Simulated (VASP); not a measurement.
**VASP 6.6.1 run: PbO**

INCAR

```
ISIF = 2
LWAVE = .FALSE.
NSW = 0
NELM = 91
LREAL = .FALSE.
PREC = Accurate
GGA = PE
NBANDS = 17
SIGMA = 0.02
ENCUT = 800
IBRION = -1
EDIFF = 1E-7
LASPH = .TRUE.
ISMEAR = -1
ALGO = VeryFast
LCHARG = .FALSE.
```

KPOINTS

```
KPOINTS created by Atomic Simulation Environment
0
Gamma
8 8 8
0 0 0
```

POSCAR

```
Pb O
 1.0000000000000000
     0.0587769696000000    2.6065174967000000    2.6065174967000000
     2.6065174967000000    0.0587769696000000    2.6065174967000000
     2.6652944663000002    2.6652944663000002    0.0000000000000000
 Pb  O
   1   1
Cartesian
  0.0000000000000000  0.0000000000000000  0.0000000000000000
  2.6652944662999998  2.6652944662999998  2.6065174967000000
```

The recommended PBE PAW datasets give the neutral cell 20 valence electrons.

Command

```
mpirun -np 1 vasp_std
```

Task: Predict the outcome of this run.

Result: It converged. Results: gap between bands v and c on the k mesh 0.45 eV; least direct gap on the k mesh 0.49 eV; pressure 2.7 GPa. Band v is the last that the valence electrons fill when counted band by band, and c is the next.

OSZICAR

```
N       E                     dE             d eps       ncg     rms          rms(c)
RMM:   1     0.181945562960E+03    0.18195E+03   -0.10154E+04  1615   0.164E+03
RMM:   2     0.159717264836E+02   -0.16597E+03   -0.22711E+03  1615   0.340E+02
RMM:   3     0.494942808915E+01   -0.11022E+02   -0.28953E+02  1615   0.163E+02
RMM:   4    -0.843627003289E+01   -0.13386E+02   -0.10674E+02  1615   0.108E+02
RMM:   5    -0.112731586404E+02   -0.28369E+01   -0.48002E+01  1615   0.727E+01
RMM:   6    -0.121064676815E+02   -0.83331E+00   -0.21337E+01  1615   0.457E+01
RMM:   7    -0.123947485381E+02   -0.28828E+00   -0.10092E+01  1615   0.310E+01
RMM:   8    -0.125080067873E+02   -0.11326E+00   -0.47489E+00  1615   0.203E+01
RMM:   9    -0.125202714345E+02   -0.12265E-01   -0.19700E+00  5015   0.138E+01
RMM:  10    -0.125847799789E+02   -0.64509E-01   -0.45128E-01  5173   0.415E+00
...
RMM:  16    -0.103755597355E+02    0.89286E-02   -0.11391E-02  4317   0.128E+00    0.238E-01
RMM:  17    -0.103777188455E+02   -0.21591E-02   -0.11520E-02  4119   0.894E-01    0.370E-01
RMM:  18    -0.103751842861E+02    0.25346E-02   -0.30895E-03  4419   0.545E-01    0.440E-02
RMM:  19    -0.103753588496E+02   -0.17456E-03   -0.18480E-03  4582   0.324E-01    0.795E-02
RMM:  20    -0.103752557386E+02    0.10311E-03   -0.21379E-04  4517   0.147E-01    0.903E-03
RMM:  21    -0.103752561321E+02   -0.39353E-06   -0.37226E-05  4620   0.568E-02    0.248E-03
RMM:  22    -0.103752573111E+02   -0.11790E-05   -0.75869E-06  4826   0.248E-02    0.226E-03
RMM:  23    -0.103752574003E+02   -0.89123E-07   -0.18608E-06  4229   0.109E-02    0.348E-04
RMM:  24    -0.103752574638E+02   -0.63589E-07   -0.30866E-07  2947   0.516E-03
   1 F= -.10375257E+02 E0= -.10375257E+02  d E =-.617215E-07
```

For comparison, a separate PBE run of the intended cell, on usual settings and not on those above, gives a gap of 0.45 eV on its mesh and a pressure of 2.6 GPa.
